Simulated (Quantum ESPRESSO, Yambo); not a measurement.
# Excitons of AlN (F-43m) on ever denser meshes, part 3 of 4

Aim: follow the lowest exciton of AlN (F-43m) as the mesh is refined.

Quantum ESPRESSO 7.5 and Yambo 5.3.0; PBE and many-body steps on it, plane waves. Known limits of the many-body steps: not at the basis limit; coarse k mesh; bindings not settled in the k mesh.

So far. Step 8 (Triplet (no exchange term)): The lowest triplet lies at 4.817 eV; without spin-orbit coupling triplets are dark, so no spectrum is read. Step 9 (Empty states on the mesh, 6×6×6 mesh, 12 bands): On this mesh the gap is 3.325 eV.

## (11) k mesh (6×6×6)

This step: Bethe-Salpeter equation on PBE with a scissors shift, plane waves, norm-conserving pseudopotentials.

The input, bse6.in:

```
optics
bss
bse
em1s
dipoles
rim_cut
RandQpts= 1000000
RandGvec= 1 RL
Chimod= "HARTREE"
BSKmod= "SEX"
BSEmod= "resonant"
BSSmod= "d"
BSENGexx= 20 Ry
BSENGBlk= 4 Ry
% BSEQptR
 1 | 1 |
%
% BSEBands
 2 | 5 |
%
% BEnRange
 0 | 8 | eV
%
% BDmRange
 0.1 | 0.1 | eV
%
BEnSteps= 161
% BLongDir
 1 | 0 | 0 |
%
% BndsRnXs
 1 | 12 |
%
NGsBlkXs= 4 Ry
% LongDrXs
 1 | 1 | 1 |
%
% KfnQP_E
 1.327 | 1.0 | 1.0 |
%
WRbsWF
FFTGvecs= 32 Ry
```

On the command line:

```sh
OMP_NUM_THREADS=1 mpirun -n 8 yambo -F bse6.in -J bse6 -C bse6 > bse6.log
```

The program printed:

```text
 Yambo, version 5.3.0

 [02] CORE Variables Setup
 =========================

  [... cell, symmetries and grids as in the set-up ...]

  [02.05] Energies & Occupations
  ==============================

  [X] === General ===
  [X] Electronic Temperature                        :  0.000000  0.000000 [eV K]
  [X] Bosonic    Temperature                        :  0.000000  0.000000 [eV K]
  [X] Finite Temperature mode                       : no
  [X] El. density                                   :  0.38398E+24 [cm-3]
  [X] Fermi Level                                   :  6.956543 [eV]

  [X] === Gaps and Widths ===
  [X] Conduction Band Min                           :  3.324858 [eV]
  [X] Valence Band Max                              :  0.000000 [eV]
  [X] Filled Bands                                  :   4
  [X] Empty Bands                                   :   5  12
  [X] Direct Gap                                    :  4.192097 [eV]
  [X] Direct Gap localized at k                     :  1
  [X] Indirect Gap                                  :  3.324858 [eV]
  [X] Indirect Gap between kpts                     :   1  13
  [X] Last valence band width                       :  2.503467 [eV]
  [X] 1st conduction band width                     :  4.659018 [eV]

 [03] Transferred momenta grid and indexing
 ==========================================

 [BZ sampling] Q-grid is User defined and/or read from the database

 IBZ Q-points                                      :  16
 BZ  Q-points                                      :  216

 K/Q-points units:
 rlu = crystal or reduced units; cc = cartesian coordinates; iku = interal k-units

 Q [ 1]         [rlu]:  0.000000  0.000000  0.000000
 Q [ 2]         [rlu]:  0.37242E-17  0.37242E-17  0.16667
[...]
MATRIX transfer (NONE) :      0.0252s P4 (  2 calls,  12.576 msec avg) [MAX]      0.0229s P5 (  2 calls,  11.469 msec avg) [min]
                                       FFT_setup :      0.0422s P3 ( 41 calls,   1.030 msec avg) [MAX]      0.0282s P8 ( 40 calls,   0.706 msec avg) [min]
                                     io_fragment :      0.0625s P1 (128 calls,   0.488 msec avg) [MAX]      0.0344s P4 (104 calls,   0.331 msec avg) [min]
                            X T_space Kernel sum :      0.1608s P3 (136 calls,   1.182 msec avg) [MAX]      0.0358s P2 (136 calls,   0.263 msec avg) [min]
                                  DIPOLE_g_space :      0.0406s P8 [MAX]      0.0405s P1 [min]
                                     WF_load_FFT :      0.0692s P8 ( 32 calls,   2.162 msec avg) [MAX]      0.0430s P4 ( 33 calls,   1.303 msec avg) [min]
                                           io_WF :      0.0910s P7 (122 calls,   0.746 msec avg) [MAX]      0.0610s P4 (126 calls,   0.484 msec avg) [min]
                                T_space EXX Osc. :      0.1088s P3 ( 23 calls,   4.729 msec avg) [MAX]      0.0831s P7 ( 22 calls,   3.778 msec avg) [min]
                               T_space CORR Osc. :      0.1850s P4 ( 68 calls,   2.720 msec avg) [MAX]      0.1126s P1 ( 68 calls,   1.656 msec avg) [min]
                                  Xo (procedure) :      0.2473s P3 ( 16 calls,  15.454 msec avg) [MAX]      0.2274s P6 ( 16 calls,  14.214 msec avg) [min]
                                X T_space Kernel :      0.4705s P3 [MAX]      0.3340s P2 [min]
                                             RIM :      0.5546s P8 [MAX]      0.5545s P4 [min]
              PARALLEL_HERMITIAN_diagonalization :      0.5960s P5 [MAX]      0.5938s P4 [min]
                                  LINEAR ALGEBRA :      0.6234s P4 ( 17 calls,  36.673 msec avg) [MAX]      0.6190s P5 [min]
                                    Diago Solver :      0.6646s P1 [MAX]      0.6438s P2 [min]
                                         Dipoles :      1.0563s P5 [MAX]      1.0563s P6 [min]

 [11] Game Over & Game summary
```

Elapsed: 4 s, on 8 MPI ranks of Arm Neoverse V2, shared host; peak memory 1.9 GiB; 21 s of CPU time.

Numbers from this step:

```
transitions in the window                                      : 648
direct gap of the transition levels                            : 5.519 eV
lowest state                                                   : 5.026 eV
first strong exciton (over a fiftieth of the strongest listed) : 5.026 eV
binding of the lowest state below the direct gap               : 0.4929 eV
Coulomb term of one mesh cell                                  : 0.5608 eV
```

The binding is 0.88 times the screened Coulomb term of one mesh cell (0.56 eV), so it is not shown settled.

The lowest state lies at 5.026 eV, 0.493 eV under the direct gap.

## (12) Triplet (no exchange term)

bse7.in, as its differences from bse6.in of step 11:

```diff
@@ -12,3 +12,3 @@
 BSSmod= "d"
-BSENGexx= 20 Ry
+BSENGexx= 1 RL
 BSENGBlk= 4 Ry
```

On the command line:

```sh
OMP_NUM_THREADS=1 mpirun -n 8 yambo -F bse7.in -J bse7,bse6_W -C bse7 > bse7.log
```

The program printed:

```text
 Yambo, version 5.3.0

 [02] CORE Variables Setup
 =========================

  [... cell, symmetries and grids as in the set-up ...]

  [02.05] Energies & Occupations
  ==============================

  [X] === General ===
  [X] Electronic Temperature                        :  0.000000  0.000000 [eV K]
  [X] Bosonic    Temperature                        :  0.000000  0.000000 [eV K]
  [X] Finite Temperature mode                       : no
  [X] El. density                                   :  0.38398E+24 [cm-3]
[...]
T_space CORR Osc. :      0.1715s P8 ( 64 calls,   2.680 msec avg) [MAX]      0.1033s P1 ( 68 calls,   1.519 msec avg) [min]
                        X T_space Kernel :      0.3850s P4 [MAX]      0.2470s P2 [min]
      PARALLEL_HERMITIAN_diagonalization :      0.6114s P1 [MAX]      0.6021s P7 [min]
                          LINEAR ALGEBRA :      0.6368s P8 [MAX]      0.6362s P1 [min]
                            Diago Solver :      0.6734s P1 [MAX]      0.6668s P5 [min]

 [11] Game Over & Game summary
[key lines of the parts left out:]
Dipoles :      0.0026s P1 [MAX]      0.0026s P3 [min]
```

Run time: 1.9 s. Hardware: 8 MPI ranks; peak memory 0.26 GiB.

The lowest triplet lies at 5.000 eV; without spin-orbit coupling triplets are dark, so no spectrum is read.

## (13) Empty states on the mesh, 8×8×8 mesh, 12 bands

This step: Quantum ESPRESSO 7.5; DFT, PBE, plane waves, norm-conserving pseudopotentials.

The input, pw.in:

```
&control
  calculation = 'nscf'
  prefix = 'x'
  outdir = 'o'
  pseudo_dir = 'pseudo'
/
&system
  ibrav = 0
  nat = 2
  ntyp = 2
  ecutwfc = 72.0
  nbnd = 12
  force_symmorphic = .true.
/
&electrons
  conv_thr = 1e-9
  electron_maxstep = 80
  diago_full_acc = .true.
  diago_thr_init = 5e-6
/
ATOMIC_SPECIES
  Al 26.982 Al.upf
  N 14.007 N.upf
CELL_PARAMETERS angstrom
  -0.0000000000 2.1839935596 2.1839935596
  2.1839935596 -0.0000000000 2.1839935596
  2.1839935596 2.1839935596 -0.0000000000
ATOMIC_POSITIONS crystal
  Al 0.0000000000 0.0000000000 0.0000000000
  N 0.7500000000 0.7500000000 0.7500000000
K_POINTS automatic
  8 8 8 0 0 0
```

On the command line:

```sh
OMP_NUM_THREADS=1 mpirun -n 8 pw.x -nk 4 -in pw.in > pw.out
```

The program printed:

```text
[banner, memory and clock lines left out]
Program PWSCF v.7.5 starts

     Atomic positions and unit cell read from directory:
     o/x.save/

     Message from routine setup:
     using ibrav=0 with symmetry is DISCOURAGED, use correct ibrav instead

     bravais-lattice index     =            0
     lattice parameter (alat)  =       5.8367  a.u.
     unit-cell volume          =     140.5985 (a.u.)^3
     number of atoms/cell      =            2
     number of atomic types    =            2
     number of electrons       =         8.00
[...]
-8.0106   6.9565   6.9565   6.9565  11.1486  19.5460  19.5460  19.5460
    24.7019  24.7019  26.0437  26.0437

          k = 0.0884 0.0884-0.0884 (  1438 PWs)   bands (ev):

    -7.7834   5.7785   6.8781   6.8781  12.0884  18.9662  19.7142  19.7142
    23.1487  23.1487  24.9976  28.5215

          k = 0.1768 0.1768-0.1768 (  1447 PWs)   bands (ev):

    -7.1600   3.6988   6.7010   6.7010  13.4084  17.9339  19.3059  19.3059
    23.2695  23.2695  24.1996  31.5170

          k = 0.2652 0.2652-0.2652 (  1441 PWs)   bands (ev):

     [... further k-points ...]

     highest occupied, lowest unoccupied level (ev):     6.9565   10.2814

     XML data file, pseudopotentials, collected wavefunctions
```

It took 1.1 s on 8 MPI ranks; peak memory 0.05 GiB.

This step gave:

```yaml
gap: 3.325 eV
k_of_the_valence_top: 0, 0, 0
k_of_the_conduction_bottom: 0, -0.5, -0.5
least_direct_gap: 4.192 eV
k_points_computed: 29
lowest_point_of_the_top_converged_band_above_the_valence_top: 19.09 eV
```

On this mesh the gap is 3.325 eV.

## (14) Conversion and set-up

This step: Yambo 5.3.0; conversion and set-up on PBE, plane waves, norm-conserving pseudopotentials.

On the command line:

```sh
(cd o/x.save; p2y > p2y.log; mv SAVE ../..); yambo > setup.log
```

The program printed:

```text
 Yambo, version 5.3.0

 [02] CORE Variables Setup
 =========================

  [02.01] Unit cells
  ==================

  Cell kind             :  FCC
  Atoms in the cell     :  Al  N
  number of Al atoms    :  1
  number of N  atoms    :  1

  List of atomic masses
  Mass of Al    :  26.98200
  Mass of N     :  14.00700

  List of atomic coordinates    : [cc]
  Al1       :  0.000000  0.000000  0.000000  order 1
  N1       :  6.190725  6.190725  6.190725  order 2

  Alat factors          :  4.127150  4.127150  4.127150 [a.u.]
  Direct lattice volume :  140.5985 [a.u.]
[...]
Q [ 1]         [rlu]:  0.000000  0.000000  0.000000
 Q [ 2]         [rlu]: -0.26489E-17 -0.26489E-17  0.12500
 Q [ 3]         [rlu]: -0.52978E-17 -0.52978E-17  0.25000
[...]
Q [ 8]         [rlu]: -0.23529E-16  0.12500      0.37500
 Q [ 9]         [rlu]: -0.52269E-17  0.12500      0.50000
 Q [10]         [rlu]:  0.10596E-16  0.12500     -0.37500
     [... 17 further rows ...]
 Q [28]         [rlu]:  0.125000 -0.500000 -0.375000
 Q [29]         [rlu]:  0.250000 -0.500000 -0.250000

  [03.01] X indexes
  =================

   [03.01.01] Sigma indexes
   ========================

 [06] Game Over & Game summary
```

Wall time 2.1 s (1 MPI rank); peak memory 0.24 GiB.

## (15) k mesh (8×8×8)

This step: Bethe-Salpeter equation on PBE with a scissors shift, plane waves, norm-conserving pseudopotentials.

bse9.in, as its differences from bse7.in of step 12:

```diff
@@ -12,3 +12,3 @@
 BSSmod= "d"
-BSENGexx= 1 RL
+BSENGexx= 20 Ry
 BSENGBlk= 4 Ry
```

On the command line:

```sh
OMP_NUM_THREADS=1 mpirun -n 8 yambo -F bse9.in -J bse9 -C bse9 > bse9.log
```

The program printed:

```text
 Yambo, version 5.3.0

 [02] CORE Variables Setup
 =========================

  [... cell, symmetries and grids as in the set-up ...]

  [02.05] Energies & Occupations
  ==============================

  [X] === General ===
  [X] Electronic Temperature                        :  0.000000  0.000000 [eV K]
  [X] Bosonic    Temperature                        :  0.000000  0.000000 [eV K]
  [X] Finite Temperature mode                       : no
  [X] El. density                                   :  0.38398E+24 [cm-3]
[...]
==========================================================

   [BSE] Exchange components :  229
   [BSE] Correlation components :   27  229

    [08.01.05.01] Screened interaction header I/O
    =============================================

    [08.01.05.02] Main kernel loop
    ==============================

    [08.01.05.03] Wave-Function Phases
    ==================================

    [BSE] WF phases found       :  55.49569 [o/o]

   [08.01.06] BSE solver(s) @q1
   ============================

   [SLK-Digonalization]  Pools        :  2
   [SLK-Digonalization]  BLACS grid   :  2  2

   [08.01.07] Diago Solver @q1
   ===========================

 [11] Game Over & Game summary
```

It took 16 s on 8 MPI ranks; peak memory 2.7 GiB.

This step gave:

```yaml
transitions_in_the_window: 1536
direct_gap_of_the_transition_levels: 5.519 eV
lowest_state: 5.135 eV
first_strong_exciton_over_a_fiftieth_of_the_strongest_listed: 5.135 eV
binding_of_the_lowest_state_below_the_direct_gap: 0.3841 eV
coulomb_term_of_one_mesh_cell: 0.4283 eV
```

The binding is 0.90 times the screened Coulomb term of one mesh cell (0.43 eV), so it is not shown settled.

The lowest state lies at 5.135 eV, 0.384 eV under the direct gap.

## (16) Triplet (no exchange term)

bse10.in, as its differences from bse9.in of step 15:

```diff
@@ -12,3 +12,3 @@
 BSSmod= "d"
-BSENGexx= 20 Ry
+BSENGexx= 1 RL
 BSENGBlk= 4 Ry
```

On the command line:

```sh
OMP_NUM_THREADS=1 mpirun -n 8 yambo -F bse10.in -J bse10,bse9_W -C bse10 > bse10.log
```

The program printed:

```text
 Yambo, version 5.3.0

 [02] CORE Variables Setup
 =========================

  [... cell, symmetries and grids as in the set-up ...]

  [02.05] Energies & Occupations
  ==============================

  [X] === General ===
  [X] Electronic Temperature                        :  0.000000  0.000000 [eV K]
  [X] Bosonic    Temperature                        :  0.000000  0.000000 [eV K]
  [X] Finite Temperature mode                       : no
  [X] El. density                                   :  0.38398E+24 [cm-3]
[...]
=========================================

  [WARNING] [r,Vnl^pseudo] included in position and velocity dipoles.

  [WARNING] In case H contains other non local terms, these are neglected

 [07] Static Dielectric Matrix
 =============================

    [08.01.05.02] Main kernel loop
    ==============================

    [08.01.05.03] Wave-Function Phases
    ==================================

    [BSE] WF phases found       :  55.49569 [o/o]

   [08.01.06] BSE solver(s) @q1
   ============================

   [SLK-Digonalization]  Pools        :  2
   [SLK-Digonalization]  BLACS grid   :  2  2

   [08.01.07] Diago Solver @q1
   ===========================

 [11] Game Over & Game summary
```

The job ended after 13 s (8 MPI ranks; peak memory 2.8 GiB).

The lowest triplet lies at 5.119 eV; without spin-orbit coupling triplets are dark, so no spectrum is read.

## (17) Empty states on the mesh, 10×10×10 mesh, 12 bands

This step: Quantum ESPRESSO 7.5; DFT, PBE, plane waves, norm-conserving pseudopotentials.

pw.in: that of step 13 with these lines changed.

```diff
@@ -31,2 +31,2 @@
 K_POINTS automatic
-  8 8 8 0 0 0
+  10 10 10 0 0 0
```

On the command line:

```sh
OMP_NUM_THREADS=1 mpirun -n 8 pw.x -nk 4 -in pw.in > pw.out
```

The program printed:

```text
[banner, memory and clock lines left out]
Program PWSCF v.7.5 starts

     Atomic positions and unit cell read from directory:
     o/x.save/

     Message from routine setup:
     using ibrav=0 with symmetry is DISCOURAGED, use correct ibrav instead

     bravais-lattice index     =            0
     lattice parameter (alat)  =       5.8367  a.u.
     unit-cell volume          =     140.5985 (a.u.)^3
     number of atoms/cell      =            2
     number of atomic types    =            2
     number of electrons       =         8.00
[...]
-8.0106   6.9565   6.9565   6.9565  11.1486  19.5460  19.5460  19.5460
    24.7019  24.7019  26.0437  26.0437

          k = 0.0707 0.0707-0.0707 (  1441 PWs)   bands (ev):

    -7.8642   6.1466   6.9050   6.9050  11.8077  19.1531  19.6769  19.6769
    23.4310  23.4311  25.2569  27.8915

          k = 0.1414 0.1414-0.1414 (  1429 PWs)   bands (ev):

    -7.4475   4.5432   6.7764   6.7764  12.9318  18.3412  19.6026  19.6026
    22.8983  22.8983  24.3909  30.4190

          k = 0.2121 0.2121-0.2121 (  1438 PWs)   bands (ev):

     [... further k-points ...]

     highest occupied, lowest unoccupied level (ev):     6.9565   10.2814

     XML data file, pseudopotentials, collected wavefunctions
```

Wall time 1.3 s (8 MPI ranks); peak memory 0.05 GiB; 9.2 s of CPU time.

This step gave:

```yaml
gap: 3.325 eV
k_of_the_valence_top: 0, 0, 0
k_of_the_conduction_bottom: 0, -0.5, -0.5
least_direct_gap: 4.192 eV
k_points_computed: 47
lowest_point_of_the_top_converged_band_above_the_valence_top: 19.09 eV
```

On this mesh the gap is 3.325 eV.

## (18) Conversion and set-up

This step: Yambo 5.3.0; conversion and set-up on PBE, plane waves, norm-conserving pseudopotentials.

On the command line:

```sh
(cd o/x.save; p2y > p2y.log; mv SAVE ../..); yambo > setup.log
```

The program printed:

```text
 Yambo, version 5.3.0

 [02] CORE Variables Setup
 =========================

  [02.01] Unit cells
  ==================

  Cell kind             :  FCC
  Atoms in the cell     :  Al  N
  number of Al atoms    :  1
  number of N  atoms    :  1

  List of atomic masses
  Mass of Al    :  26.98200
  Mass of N     :  14.00700

  List of atomic coordinates    : [cc]
  Al1       :  0.000000  0.000000  0.000000  order 1
  N1       :  6.190725  6.190725  6.190725  order 2

  Alat factors          :  4.127150  4.127150  4.127150 [a.u.]
  Direct lattice volume :  140.5985 [a.u.]
[...]
Q [ 1]         [rlu]:  0.000000  0.000000  0.000000
 Q [ 2]         [rlu]: -0.16838E-17 -0.16838E-17  0.10000
 Q [ 3]         [rlu]:  0.98609E-18  0.98609E-18  0.20000
[...]
Q [ 8]         [rlu]:  0.26699E-17  0.10000      0.20000
 Q [ 9]         [rlu]:  0.53397E-17  0.10000      0.30000
 Q [10]         [rlu]: -0.28745E-17  0.10000      0.40000
     [... 35 further rows ...]
 Q [46]         [rlu]:  0.200000  0.400000 -0.300000
 Q [47]         [rlu]:  0.200000 -0.500000 -0.300000

  [03.01] X indexes
  =================

   [03.01.01] Sigma indexes
   ========================

 [06] Game Over & Game summary
```

Wall time 2.4 s (1 MPI rank); peak memory 0.24 GiB.

## (19) k mesh (10×10×10)

This step: Bethe-Salpeter equation on PBE with a scissors shift, plane waves, norm-conserving pseudopotentials.

bse12.in, as its differences from bse10.in of step 16:

```diff
@@ -12,3 +12,3 @@
 BSSmod= "d"
-BSENGexx= 1 RL
+BSENGexx= 20 Ry
 BSENGBlk= 4 Ry
```

On the command line:

```sh
OMP_NUM_THREADS=1 mpirun -n 8 yambo -F bse12.in -J bse12 -C bse12 > bse12.log
```

The program printed:

```text
 Yambo, version 5.3.0

 [02] CORE Variables Setup
 =========================

  [... cell, symmetries and grids as in the set-up ...]

  [02.05] Energies & Occupations
  ==============================

  [X] === General ===
  [X] Electronic Temperature                        :  0.000000  0.000000 [eV K]
  [X] Bosonic    Temperature                        :  0.000000  0.000000 [eV K]
  [X] Finite Temperature mode                       : no
  [X] El. density                                   :  0.38398E+24 [cm-3]
[...]
==========================================================

   [BSE] Exchange components :  229
   [BSE] Correlation components :   27  229

    [08.01.05.01] Screened interaction header I/O
    =============================================

    [08.01.05.02] Main kernel loop
    ==============================

    [08.01.05.03] Wave-Function Phases
    ==================================

    [BSE] WF phases found       :  61.83511 [o/o]

   [08.01.06] BSE solver(s) @q1
   ============================

   [SLK-Digonalization]  Pools        :  2
   [SLK-Digonalization]  BLACS grid   :  2  2

   [08.01.07] Diago Solver @q1
   ===========================

 [11] Game Over & Game summary
```

Run time: 80 s. Hardware: 8 MPI ranks; peak memory 4.7 GiB; 9.5 min of CPU time.

Numbers from this step:

```
transitions in the window                                      : 3000
direct gap of the transition levels                            : 5.519 eV
lowest state                                                   : 5.205 eV
first strong exciton (over a fiftieth of the strongest listed) : 5.205 eV
binding of the lowest state below the direct gap               : 0.3142 eV
Coulomb term of one mesh cell                                  : 0.3436 eV
```

The binding is 0.91 times the screened Coulomb term of one mesh cell (0.34 eV), so it is not shown settled.

The lowest state lies at 5.205 eV, 0.314 eV under the direct gap.

The ε₂ has structure finer than the step of the table below, so its rows give means over 0.25 eV, whole bins alone (the curve runs from 0 to 8 eV). Peaks (eV: height): BSE 5.800: 7.67, 6.450: 11.8, 7.000: 13.0, 7.950: 7.89; no electron-hole interaction 6.900: 4.71, 7.650: 7.04.

Field along x; broadening 0.1 eV; transition window only. Limits: finite bands, cutoff and mesh; exciton not shown settled in the k mesh. Table of ε₂ by photon energy; means over each step:

```tsv
photon energy (eV)	BSE	no electron-hole interaction
0.25	0.0169	0.0118
0.50	0.0183	0.0126
0.75	0.0198	0.0134
1.00	0.0216	0.0144
1.25	0.0235	0.0154
1.50	0.0258	0.0166
1.75	0.0285	0.0180
2.00	0.0316	0.0195
2.25	0.0353	0.0212
2.50	0.0396	0.0232
2.75	0.0450	0.0255
3.00	0.0515	0.0282
3.25	0.0597	0.0314
3.50	0.0703	0.0353
3.75	0.0843	0.0399
4.00	0.104	0.0457
4.25	0.133	0.0532
4.50	0.180	0.0633
4.75	0.280	0.0779
5.00	0.705	0.103
5.25	1.60	0.177
5.50	1.35	0.464
5.75	5.24	0.328
6.00	5.87	0.625
6.25	6.81	1.81
6.50	9.03	1.79
6.75	5.21	2.59
7.00	10.4	3.31
7.25	7.02	2.46
7.50	5.06	5.71
7.75	5.22	6.24
```

(Continued in part 4 of 4.)

[Paths, hosts, dates, memory and timing lines, banners, echoed tables and standing remarks are left out of the program output.]

[Logs are printed without paths, hosts, clocks, repeated set-up lines and the standing remarks that a program may print on its own settings, such as how far it seeks lower states.]

[Runs of the session that timed out or met a known fault of the program may be left out.]

[Hosts, paths, dates, database ids (printed as entryN), source tags and the programs' standing remarks are cut or masked in the printed files.]
